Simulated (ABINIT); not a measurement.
Runs of ABINIT 10.8.3 (patched build) on TiC. Symmetry: Fm-3m, No. 225, cubic system. Conventional cell: a = 4.331 Å, b = 4.331 Å, c = 4.331 Å, α = 90.00°, β = 90.00°, γ = 90.00°. Ti (site symmetry m-3m) is surrounded by 6 C at 2.17 Å. Around C (site symmetry m-3m) lie 6 Ti at 2.17 Å. The cell is a database's computed one.

| task | level | potentials or basis | cell | k mesh | cutoff (eV) | fine-grid cutoff | gap on the mesh (eV) | pressure (GPa) | V0 of scaled cells (Å³/atom) | B0 (GPa) |
| --- | --- | --- | --- | --- | --- | --- | --- | --- | --- | --- |
| single point | PBEsol | PseudoDojo NC SR PBEsol v0.4.1 standard | as given | 11 × 11 × 11 | 1143 | - | none | (a) | - | - |
| equation of state | r2SCAN | Ansatz PAW PBE default generated set, frozen core | as given | 7 × 7 × 7 | 490 | 979.61 eV | - | - | (b) | 262 |
| single point | PBEsol | PseudoDojo NC SR PBEsol v0.4.1 standard | atoms moved at random, drawn with an rms of 0.05 Å | 11 × 11 × 11 | 1143 | - | none | -6.1 | - | - |
| equation of state | PBEsol | PseudoDojo NC SR PBEsol v0.4.1 standard | as given | 11 × 11 × 11 | 1143 | - | - | - | 9.90 | 268 |
| equation of state | r2SCAN | Ansatz NC r2SCAN | as given | 7 × 7 × 7 | 1442 | - | - | - | 10.14 | 263 |

Alike in all rows: no spin polarisation; smearing fermi-dirac 0.05 eV.

Problem. Fill in the values left out.

Solution. (a) -6.5; (b) 10.13.

Caveats: pressures at fixed basis lie under the slope of the energies (some runs); the PAW data sets were made with another functional, which shifts forces and pressure a little (some runs); the atomic spheres overlap (some runs).

A gap of «none» marks a metal or a gap under the smearing width.
